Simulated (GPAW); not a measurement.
Write an ASE script for GPAW 26.7.0 that does the following.

| Item | Value |
| --- | --- |
| Task | single point |
| Functional | PBE |
| Potentials or basis | GPAW PAW data sets (gpaw-data 1.2.1) |
| Cutoff | 600 eV |
| Basis | pw |
| k mesh | 11 × 11 × 11 |
| Occupations | gaussian, width 0.026 eV |
| Spin | no spin polarisation |
| Maxiter | 150 |

Crystal: Al.

```
Al
1.0
     0.00000    2.02481    2.02481
     2.02481    0.00000    2.02481
     2.02481    2.02481    0.00000
Al
1
Cartesian
  0.0000 0.0000 0.0000
```

One way to write it, as run:

run.py

```python
from ase import Atoms
from ase.dft.bandgap import bandgap
from ase.io import write
from ase.units import Bohr, GPa
from gpaw import GPAW, PW
from gpaw.elf import elf_from_dft_calculation

atoms = Atoms(['Al'],
              cell=[[0.0, 2.024805, 2.024805],
                    [2.024805, 0.0, 2.024805],
                    [2.024805, 2.024805, 0.0]],
              scaled_positions=[[0.0, 0.0, 0.0]],
              pbc=True)

calc = GPAW(mode=PW(600),
            xc='PBE',
            kpts={'size': (11, 11, 11), 'gamma': True},
            occupations={'name': 'methfessel-paxton', 'order': 0, 'width': 0.026000000000000002},
            nbands=7,
            convergence={'density': 1e-05, 'energy': 1e-05},
            maxiter=150,
            txt='gpaw.txt')
atoms.calc = calc
energy = atoms.get_potential_energy()
forces = atoms.get_forces()
stress = atoms.get_stress()
calc.write('gs.gpw')
write('result.traj', atoms)
print(f'Energy: {energy:.6f} eV')
print('Forces (eV/A):')
print(forces.round(4))
print('Stress (GPa):', (stress / GPa).round(3))
print('Fermi level:', round(calc.get_fermi_level(), 4), 'eV')
print(f'Gap: {bandgap(calc)[0]:.4f} eV, direct: {bandgap(calc, direct=True)[0]:.4f} eV')

# fields on the real-space grid
write('density.cube', atoms, data=calc.get_pseudo_density() * Bohr**3)
write('potential.cube', atoms, data=calc.get_electrostatic_potential())
write('elf.cube', atoms, data=elf_from_dft_calculation(calc).data)
```

Potentials or basis: GPAW PAW data sets (gpaw-data 1.2.1), pw.

The run is started by

```bash
$ OMP_NUM_THREADS=1 python run.py
```

Results of the run:

The pressure is -0.4 GPa. The band gap on the k mesh is none (metal or under the smearing width).

It took 6.5 s on 1 thread of Arm Neoverse V1, on a shared host, peak memory 0.12 GiB.
